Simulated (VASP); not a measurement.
# KCl (Pm-3m) in VASP: notebook

The runs below take KCl through single point, with r2SCAN, LDA.

Everything below comes from runs of VASP 6.6.1. Logs are shortened: lines on timing, memory, paths and dates and some standing lists are left out, and cuts for length are marked.

### 1 The structure

It takes space group Pm-3m (No. 221, cubic). The conventional cell has a = 3.634 Å, b = 3.634 Å, c = 3.634 Å, α = 90.00°, β = 90.00°, γ = 90.00°. K (site symmetry m-3m) has 8 Cl at 3.15 Å as nearest neighbours. Around Cl (site symmetry m-3m) lie 8 K at 3.15 Å.

Measurements of this composition are mostly on another form, of space group No. 225.

### 2 Single point, r2SCAN

Contents of POSCAR:

```
KCl
1.0
    3.6340000000      0.0000000000      0.0000000000
    0.0000000000      3.6340000000      0.0000000000
    0.0000000000      0.0000000000      3.6340000000
K Cl
1 1
Direct
    0.0000000000      0.0000000000      0.0000000000
    0.5000000000      0.5000000000      0.5000000000
```

Contents of INCAR.step1:

```
SYSTEM = KCl
  ALGO = Normal
  EDIFF = 1E-4
  ENCUT = 520
  GGA = PE
  ISMEAR = -1
  LASPH = .True.
  LCHARG = .False.
  LREAL = .False.
  LWAVE = .True.
  NBANDS = 15
  NELM = 100
  PREC = Accurate
  SIGMA = 0.01
```

Contents of INCAR.step2:

```
SYSTEM = KCl
  ALGO = Normal
  EDIFF = 1E-7
  ENCUT = 520
  ISIF = 2
  ISMEAR = -1
  ISTART = 1
  LASPH = .True.
  LCHARG = .False.
  LMIXTAU = .True.
  LREAL = .False.
  LWAVE = .False.
  METAGGA = R2SCAN
  NBANDS = 15
  NELM = 100
  PREC = Accurate
  SIGMA = 0.01
```

Contents of KPOINTS:

```
k-points
0
Gamma
  7 7 7
  0 0 0
```

Potentials or basis: VASP PAW PBE potentials, release 64 (K_sv, Cl).

Started as:

```sh
$ cat potpaw_PBE.64/K_sv/POTCAR potpaw_PBE.64/Cl/POTCAR > POTCAR
$ cp INCAR.step1 INCAR
$ mpirun -np 1 vasp_std > vasp.out
$ cp INCAR.step2 INCAR
$ mpirun -np 1 vasp_std > vasp.out
```

OUTCAR:

```text
SYSTEM = KCl
   EDIFF = 1E-7
   ENCUT = 520
   ISIF = 2
   ISMEAR = -1
   ISTART = 1
   LASPH = .True.
   LREAL = .False.
   METAGGA = R2SCAN
   NELM = 100
   PREC = Accurate

 ion  position               nearest neighbor table
   1  0.000  0.000  0.000-   2 3.15   2 3.15   2 3.15   2 3.15   2 3.15   2 3.15   2 3.15   2 3.15

   2  0.500  0.500  0.500-   1 3.15   1 3.15   1 3.15   1 3.15   1 3.15   1 3.15   1 3.15   1 3.15

  LATTYP: Found a simple cubic cell.
 ALAT       =     3.6340000000

  Lattice vectors:

 A1 = (   3.6340000000,   0.0000000000,   0.0000000000)
 A2 = (   0.0000000000,   3.6340000000,   0.0000000000)
 A3 = (   0.0000000000,   0.0000000000,   3.6340000000)

Analysis of symmetry for initial positions (statically):
=====================================================================
 Subroutine PRICEL returns:
 Original cell was already a primitive cell.

 Routine SETGRP: Setting up the symmetry group for a
 simple cubic supercell.

 Subroutine GETGRP returns: Found 48 space group operations
 (whereof 48 operations were pure point group operations)
 out of a pool of 48 trial point group operations.

The static configuration has the point symmetry O_h .

Analysis of symmetry for dynamics (positions and initial velocities):
=====================================================================
 Subroutine PRICEL returns:
 Original cell was already a primitive cell.

 Routine SETGRP: Setting up the symmetry group for a
 simple cubic supercell.

 Subroutine GETGRP returns: Found 48 space group operations
 (whereof 48 operations were pure point group operations)
 out of a pool of 48 trial point group operations.

The dynamic configuration has the point symmetry O_h .

 Subroutine INISYM returns: Found 48 space group operations
 (whereof 48 operations are pure point group operations),
 and found     1 'primitive' translations

----------------------------------------------------------------------------------------

                                     Primitive cell

  volume of cell :      47.9904

  direct lattice vectors                    reciprocal lattice vectors
     3.634000000  0.000000000  0.000000000     0.275178866  0.000000000  0.000000000
     0.000000000  3.634000000  0.000000000     0.000000000  0.275178866  0.000000000
     0.000000000  0.000000000  3.634000000     0.000000000  0.000000000  0.275178866

  length of vectors
     3.634000000  3.634000000  3.634000000     0.275178866  0.275178866  0.275178866

  position of ions in fractional coordinates (direct lattice)
     0.000000000  0.000000000  0.000000000
     0.500000000  0.500000000  0.500000000

  ion indices of the primitive-cell ions
   primitive index   ion index
                 1           1
                 2           2

----------------------------------------------------------------------------------------

 KPOINTS: k-points

Automatic generation of k-mesh.
 Grid dimensions read from file:
 generate k-points for:    7    7    7

 Generating k-lattice:

  Cartesian coordinates                     Fractional coordinates (reciprocal lattice)
     0.039311267  0.000000000  0.000000000     0.142857143  0.000000000  0.000000000
     0.000000000  0.039311267  0.000000000     0.000000000  0.142857143  0.000000000
     0.000000000  0.000000000  0.039311267     0.000000000  0.000000000  0.142857143

  Length of vectors
     0.039311267  0.039311267  0.039311267

  Shift w.r.t. Gamma in fractional coordinates (k-lattice)
     0.000000000  0.000000000  0.000000000

 Subroutine IBZKPT returns following result:
 ===========================================

 Found     20 irreducible k-points:

 Following reciprocal coordinates:
            Coordinates               Weight
  0.000000  0.000000  0.000000      1.000000
  0.142857  0.000000  0.000000      6.000000
  0.285714  0.000000  0.000000      6.000000
  0.428571  0.000000  0.000000      6.000000
  0.142857  0.142857  0.000000     12.000000
  0.285714  0.142857  0.000000     24.000000
[... 12 lines left out ...]
  0.428571  0.428571  0.285714     24.000000
  0.428571  0.428571  0.428571      8.000000
   k-points           NKPTS =     20   k-points in BZ     NKDIM =     20   number of bands    NBANDS=     15
   number of dos      NEDOS =    301   number of ions     NIONS =      2
   total plane-waves  NPLWV =  21952
   dimension x,y,z NGX =    28 NGY =   28 NGZ =   28
   dimension x,y,z NGXF=    56 NGYF=   56 NGZF=   56
   ions per type =               1   1
   NGX,Y,Z   is equivalent  to a cutoff of  12.81, 12.81, 12.81 a.u.
   NGXF,Y,Z  is equivalent  to a cutoff of  25.62, 25.62, 25.62 a.u.
 SYSTEM =  KCl
   PREC   = accura    normal or accurate (medium, high low for compatibility)
   ISTART =      1    job   : 0-new  1-cont  2-samecut
   ICHARG =      0    charge: 1-file 2-atom 10-const
   ISPIN  =      1    spin polarized calculation?
   LNONCOLLINEAR =      F non collinear calculations
   LSORBIT =      F    spin-orbit coupling
   LASPH  =      T    aspherical Exc in radial PAW
   ENCUT  =  520.0 eV  38.22 Ry    6.18 a.u.   6.76  6.76  6.76*2*pi/ulx,y,z
   NELM   =    100;   NELMIN=  2; NELMDL=  0     # of ELM steps
   EDIFF  = 0.1E-06   stopping-criterion for ELM
   LREAL  =      F    real-space projection
   EDIFFG = 0.1E-05   stopping-criterion for IOM
   NSW    =      0    number of steps for IOM
   IBRION =     -1    ionic relax: 0-MD 1-quasi-New 2-CG
   NFREE  =      0    steps in history (QN), initial steepest desc. (CG)
   ISIF   =      2    stress and relaxation
   ISYM   =      2    0-nonsym 1-usesym 2-fastsym
   POTIM  = 0.5000    time-step for ionic-motion
   TEBEG  =    0.0;   TEEND  =   0.0 temperature during run
   PSTRESS=    0.0 pullay stress
   NELECT =      16.0000    total number of electrons
   NUPDOWN=      -1.0000    fix difference up-down
   EMIN   =  10.00;   EMAX   =-10.00  energy-range for DOS
   EFERMI =   0.00;   METHOD = LEGACY
   ISMEAR =    -1;   SIGMA  =   0.01  broadening in eV -4-tet -1-fermi 0-gaus
   EFERMI_NEDOS =   21; number of points for ismear=-14 and -15
   IALGO  =     38    algorithm
   IMIX   =      4    mixing-type and parameters
     AMIX     =   0.40;   BMIX     =  1.00
     AMIX_MAG =   1.60;   BMIX_MAG =  1.00
  volume/ion in A,a.u.               =      24.00       161.93
  Fermi-wavevector in a.u.,A,eV,Ry     =   1.135176  2.145172 17.532804  1.288625
  Thomas-Fermi vector in A             =   2.271881
   LORBIT       =      0    0 simple, 1 ext, 2 COOP (PROOUT), +10 PAW based schemes
   METAGGA = R2SCAN    functional components
   LHFCALC =     F    Hartree Fock is set to
   AEXX    =    0.0000 exact exchange contribution
   IVDW    =     0    specifies the selected vdW correction
   LEPSILON=     F    determine dielectric tensor
   LRPA    =     F    only Hartree local field effects (RPA)
 non-spin polarized calculation
  energy-cutoff  :      520.00
  volume of cell :       47.99
 maximum number of plane-waves:      1309
 NGX is ok and might be reduce to    28
   NGX = 13   NGY = 13   NGZ = 13

 number of electron      16.0000000 magnetization

 Free energy of the ion-electron system (eV)
  ---------------------------------------------------
  ext. energy  EPLUGINS =         0.00000000
  ---------------------------------------------------
  free energy    TOTEN  =       -16.35364122 eV

  energy without entropy =      -16.35364122  energy(sigma->0) =      -16.35364122

 E-fermi :  -0.1317     XC(G=0):  -9.2743

 val. band max:       -0.3554823067   @ k =   0.4286   0.4286   0.0000
 cond. band min:       6.0788283652   @ k =   0.0000   0.0000   0.0000
 fundamental gap:      6.4343106719
 Fermi energy:        -0.1317322606

 k-point     1 :       0.0000    0.0000    0.0000
  band No.  band energies     occupation
      1     -29.2633      2.00000
      2     -13.8092      2.00000
      3     -11.8442      2.00000
      4     -11.8442      2.00000
      5     -11.8442      2.00000
      6      -0.5595      2.00000
      7      -0.5595      2.00000
      8      -0.5595      2.00000
      9       6.0788      0.00000
     10       6.6083      0.00000
     11       6.6083      0.00000
     12      11.5371      0.00000
     13      11.5371      0.00000
     14      11.5371      0.00000
     15      14.7084      0.00000

 k-point     2 :       0.1429    0.0000    0.0000
  band No.  band energies     occupation
      1     -29.2562      2.00000
      2     -13.8458      2.00000
      3     -11.8338      2.00000
      4     -11.8338      2.00000
      5     -11.8173      2.00000
      6      -1.0278      2.00000
      7      -0.5700      2.00000
      8      -0.5700      2.00000
      9       6.5859      0.00000
     10       6.8039      0.00000
     11       7.1866      0.00000
     12      11.4678      0.00000
     13      11.4678      0.00000
     14      11.6604      0.00000
     15      13.8226      0.00000

 k-point     3 :       0.2857    0.0000    0.0000
  band No.  band energies     occupation
      1     -29.2402      2.00000
      2     -13.9331      2.00000
      3     -11.8103      2.00000
      4     -11.8103      2.00000
      5     -11.7436      2.00000
      6      -1.8946      2.00000
      7      -0.5950      2.00000
      8      -0.5950      2.00000
      9       7.3617      0.00000
     10       7.6807      0.00000
     11       8.5275      0.00000
     12      11.4187      0.00000
     13      11.4187      0.00000
     14      11.9773      0.00000
     15      12.1639      0.00000
[... 271 lines left out ...]
 k-point    19 :       0.4286    0.4286    0.2857
  band No.  band energies     occupation
      1     -29.1756      2.00000
      2     -13.3266      2.00000
      3     -12.1311      2.00000
      4     -12.0994      2.00000
      5     -11.9775      2.00000
      6      -1.9285      2.00000
      7      -1.9233      2.00000
      8      -1.4713      2.00000
      9       8.2527      0.00000
     10       9.3097      0.00000
     11       9.4651      0.00000
     12      10.2112      0.00000
     13      11.6784      0.00000
     14      11.6889      0.00000
     15      13.7863      0.00000

 k-point    20 :       0.4286    0.4286    0.4286
  band No.  band energies     occupation
      1     -29.1647      2.00000
      2     -13.2256      2.00000
      3     -12.0985      2.00000
      4     -12.0965      2.00000
      5     -12.0965      2.00000
      6      -2.0167      2.00000
      7      -2.0167      2.00000
      8      -1.9495      2.00000
      9       9.2177      0.00000
     10       9.5664      0.00000
     11       9.5664      0.00000
     12      11.1771      0.00000
     13      11.1930      0.00000
     14      11.1930      0.00000
     15      13.6617      0.00000

------------------------ aborting loop because EDIFF is reached ----------------------------------------

  FORCE on cell =-STRESS in cart. coord.  units (eV):
  Direction    XX          YY          ZZ          XY          YZ          ZX
  --------------------------------------------------------------------------------------
  -------------------------------------------------------------------------------------
  Total        0.9912476      0.9912476      0.9912476      0.0000000      0.0000000     -0.0000000
  in kB       33.0931392     33.0931392     33.0931392      0.0000000      0.0000000     -0.0000000
  external PRESSURE =      33.0931392 kB  Pullay stress =       0.0000000 kB

 VOLUME and BASIS-vectors are now :
 -----------------------------------------------------------------------------
  energy-cutoff  :      520.00
  volume of cell :       47.99
      direct lattice vectors                 reciprocal lattice vectors
     3.634000000  0.000000000  0.000000000     0.275178866  0.000000000  0.000000000
     0.000000000  3.634000000  0.000000000     0.000000000  0.275178866  0.000000000
     0.000000000  0.000000000  3.634000000     0.000000000  0.000000000  0.275178866

 POSITION                                       TOTAL-FORCE (eV/Angst)
 -----------------------------------------------------------------------------------
      0.00000      0.00000      0.00000         0.000000      0.000000      0.000000
      1.81700      1.81700      1.81700         0.000000      0.000000      0.000000
 -----------------------------------------------------------------------------------
    total drift:                               -0.000000      0.000000      0.000000

  FREE ENERGIE OF THE ION-ELECTRON SYSTEM (eV)
  ---------------------------------------------------
  free  energy   TOTEN  =       -16.3536412185 eV

  energy  without entropy=      -16.3536412185  energy(sigma->0) =      -16.35364122
```

It took 58 s on 1 thread of Intel Xeon Platinum 8259CL at 2.50GHz (Skylake/Cascade Lake), shared host; peak memory 0.16 GiB.

What came out:

```
Free energy            : -16.3536 eV
Pressure               : 3.3 GPa
Band gap on the k mesh : 6.43 eV, indirect (least direct gap 6.64 eV)
```

Caveat: the PAW data sets were made with another functional, which shifts forces and pressure a little; an odd mesh through Γ misses points on the zone boundary, where band edges often lie.

### 3 Single point, LDA

Contents of INCAR:

```
SYSTEM = KCl
PREC = Accurate
ENCUT = 520
EDIFF = 1E-6
ISMEAR = -1
SIGMA = 0.01
LREAL = .False.
LASPH = .True.
NELM = 100
ALGO = Fast
ISIF = 2
LWAVE = .False.
LCHARG = .False.
NBANDS = 15
```

Contents of KPOINTS:

```
Automatic mesh
0
Gamma
  7 7 7
  0 0 0
```

POSCAR is that of step 2.

Potentials or basis: VASP PAW LDA potentials, release 64 (K_sv, Cl).

Started as:

```sh
$ cat potpaw_LDA.64/K_sv/POTCAR potpaw_LDA.64/Cl/POTCAR > POTCAR
$ mpirun -np 1 vasp_std > vasp.out
```

Wall time 16 s (1 thread of Intel Xeon Platinum 8259CL at 2.50GHz (Skylake/Cascade Lake), shared host); peak memory 0.14 GiB.

It converged, with:

| Quantity | Value |
| --- | --- |
| Free energy | -7.3481 eV |
| Pressure | 0.1 GPa |
| Band gap on the k mesh | 5.17 eV, indirect (least direct gap 5.38 eV) |

Levels at points of the mesh, in eV from the valence-band top:
| k point | band 4 | band 5 | band 6 | band 7 | band 8 | band 9 | band 10 | band 11 | band 12 | band 13 |
| --- | --- | --- | --- | --- | --- | --- | --- | --- | --- | --- |
| (0.00, 0.00, 0.00) | -11.00 | -11.00 | -0.21 | -0.21 | -0.21 | 5.17 | 6.06 | 6.06 | 10.93 | 10.93 |

Caveat: an odd mesh through Γ misses points on the zone boundary, where band edges often lie. LDA gaps usually lie below the measured ones, often by a third to a half.
